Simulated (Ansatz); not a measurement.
## InSe under changes of volume

One of the cells (29.237 Å³/atom); the others are scaled copies at fixed shape and fractional positions:

```xyz
4
Lattice="2.0000 1.1547 8.4400 -2.0000 1.1547 8.4400 0.0000 -2.3094 8.4400" Properties=species:S:1:pos:R:3 pbc="T T T"
In    0.0000    0.0000   22.4994
In    0.0000    0.0000    0.0000
Se    0.0000    0.0000    4.3525
Se    0.0000    0.0000    9.7102
```

| Property | Result |
| --- | --- |
| Program | Ansatz 0.2.0 |
| Functional | PBEsol |
| Potentials or basis | all-electron LAPW, scalar-relativistic |
| Cutoff | 251 eV (chosen from the basis error) |
| Basis error allowed | 0.002 eV/atom |
| k mesh | 8 × 8 × 8 |
| Occupations | fermi-dirac, width 0.05 eV |
| Spin | no spin polarisation |

```csv
volume (Å³/atom),energy over the lowest point (meV/atom),pressure (GPa),gap on the mesh (eV),largest force (eV/Å)
27.483,?,?,?,?
28.068,9.34,2.5,0.46,0.475
28.652,2.57,1.3,0.40,0.385
29.237,0.00,0.2,0.35,0.300
29.822,1.16,-0.8,0.30,0.221
30.406,5.66,-1.6,0.25,0.212
30.991,13.13,-2.4,0.21,0.337
```

**Question.** What does the run at 27.483 Å³/atom give?

**Answer.** Energy over the lowest point 20.79 meV/atom; pressure 3.8 GPa; gap on the mesh 0.52 eV; largest force 0.599 eV/Å.

Worked out: A Birch-Murnaghan fit of order 3 (a polynomial in V^(-2/3)) to the other rows has its minimum at 29.34 Å³/atom with B0 = V·E''(V) = 50 GPa and B' = 4.8 at fixed shape and positions, which overstates the stiffness. It gives 20.84 meV/atom at 27.483 Å³/atom, against the run's 20.79, and -dE/dV = 3.8 GPa, against 3.8. A straight line through the other rows of the gap, of slope -2.53 eV per unit of ln V (its deformation potential), extrapolates to 0.51 eV, against the run's 0.52.

Energies are extrapolated to zero smearing.

Caveats: spin-orbit coupling is left out, which moves the levels of the heavy elements.

A mesh can miss the band edges.
